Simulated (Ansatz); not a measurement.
GeO$_{2}$ (space group P3_221)

```
CELL_PARAMETERS angstrom
      4.98915     0.00000     0.00000
     -2.49458     4.32073     0.00000
      0.00000     0.00000     5.69214
ATOMIC_POSITIONS crystal
  Ge 0.54890 0.54890 0.50000
  Ge 0.45110 0.00000 0.16667
  Ge 0.00000 0.45110 0.83333
  O  0.30482 0.39412 0.74569
  O  0.60588 0.91070 0.41236
  O  0.08930 0.69518 0.07903
  O  0.39412 0.30482 0.25431
  O  0.91070 0.60588 0.58764
  O  0.69518 0.08930 0.92097
```

The slice is a (-1 1 0 2) plane (indices of the conventional cell) through the point (0.000, 0.451, 0.833) (fractional), spanned by u = [110] and v = [1 -1 1] in vectors of this cell: u (4.99 Å) and v (10.35 Å, at 90° to u). It covers one period; positions are fractions (u, v).

The numbers are results of PBEsol (plane waves to 420 eV, PAW, scalar-relativistic; Ansatz, a first-principles code), not measurements. k mesh 8×8×6. Inside the PAW spheres the values are not all-electron values, and peaks at nuclei hang on which shells count as valence. GeO2 was relaxed with its symmetry unable to fall.

Task: Around which element is the density of the highest valence band (whole band, smooth part) largest on this plane?

Result: O. Mean over a disc round each atom, of radius 0.45 times the shortest bond: O 0.052, Ge 0.001 e/Å³.

Task: Sketch the valence electron density on this plane as a map.

Result: 
```
|**++--..  ::------++|
|++==--..    ....::==|
|++++--..    ....::==|
|++==--..  ..::----==|
|==--..    ::--==**++|
|==::..    ::--++%%##|
|++==::    ..::==++++|
|##**==..    ..::--++|
|##**==..      ..--++|
|++==--..    ....::==|
|++==::..  ..::::--==|
|**++--::..::--==--==|
|==++==::..::====----|
|==++==--....::--::::|
|::----::      ..  ..|
|......              |
|..::..    ..::--::..|
|----::....--++++==--|
|**++--::::==**##++++|
|@@##--....--++**++##|
```
Scale: ten equal steps from -1.92 (start of ' ') to 1.76 (end of '@'), in the order ' .:-=+*#%@'. Values: log₁₀ of the valence density in e/Å³. The map has 10 points along u (two characters each, u = 0 at the left) and 20 along v (v = 0 in the bottom row). The scale is logarithmic, as a density can span decades between atoms and voids.
